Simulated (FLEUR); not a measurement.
Ni under changes of volume

One of the cells (10.597 Å³/atom); the others are scaled copies at fixed shape and fractional positions:

```
CELL_PARAMETERS angstrom
-1.38372 1.38372 1.38372
1.38372 -1.38372 1.38372
1.38372 1.38372 -1.38372
ATOMIC_POSITIONS crystal
Ni 0.00000 0.00000 0.00000
```

This isn't the form of Ni at room conditions, which is fcc.

* Program: FLEUR MaX-R8.1 (later development tree)
* Functional: PBE
* Potentials or basis: all-electron
* Basis: FLAPW
* Kmax: 4.78 1/bohr
* k mesh: 13 × 13 × 13
* Occupations: fermi-dirac, width 0.05 eV
* Spin: collinear spin, ferromagnetic start
* Starting moments: [1.0] μB

| volume (Å³/atom) | energy over the lowest point (meV/atom) | moment (μB per cell) |
| --- | --- | --- |
| 9.962 | 70.98 | 0.53 |
| 10.174 | ? | ? |
| 10.385 | 22.71 | 0.58 |
| 10.597 | 9.22 | 0.59 |
| 10.809 | 1.88 | 0.60 |
| 11.021 | 0.00 | 0.61 |
| 11.233 | 2.90 | 0.61 |

What does the run at 10.174 Å³/atom give?

Energy over the lowest point 43.10 meV/atom; moment 0.56 μB per cell.

Worked out: A Birch-Murnaghan fit of order 3 (a polynomial in V^(-2/3)) to the other rows has its minimum at 10.99 Å³/atom with B0 = V·E''(V) = 192 GPa and B' = 5.1. It gives 42.93 meV/atom at 10.174 Å³/atom, against the run's 43.10. A parabola through the other rows of the moment, of slope 0.107 μB per Å³/atom there, gives 0.56 μB, against the run's 0.56.

Energies are extrapolated to zero smearing.
